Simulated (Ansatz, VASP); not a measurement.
# Ge: VASP beside Ansatz

```
Ge
1.0
    -1.69064    1.69064    1.69064
     1.69064   -1.69064    1.69064
     1.69064    1.69064   -1.69064
Ge
1
Cartesian
  0.0000 0.0000 0.0000
```

Alike in both runs: functional PBE; k mesh 18 × 18 × 18; occupations fermi-dirac, width 0.08 eV; no spin polarisation.

Ansatz relaxed the structure, and its values are those at the end. VASP's run is a single point on that final structure, the one shown.

|  | VASP | Ansatz |
| --- | --- | --- |
| version | VASP 6.6.1 | Ansatz 0.2.0 |
| potentials or method | VASP PAW PBE potentials, release 64 (Ge_d) | PAW with Ansatz's default frozen-core files, scalar-relativistic |
| plane-wave cutoff (eV) | 520 | 420 |
| valence electrons in the cell | 14 | 14 |

|  | VASP | Ansatz | Ansatz less VASP |
| --- | --- | --- | --- |
| pressure (GPa) | 0.0 | 0.0 | -0.03 |
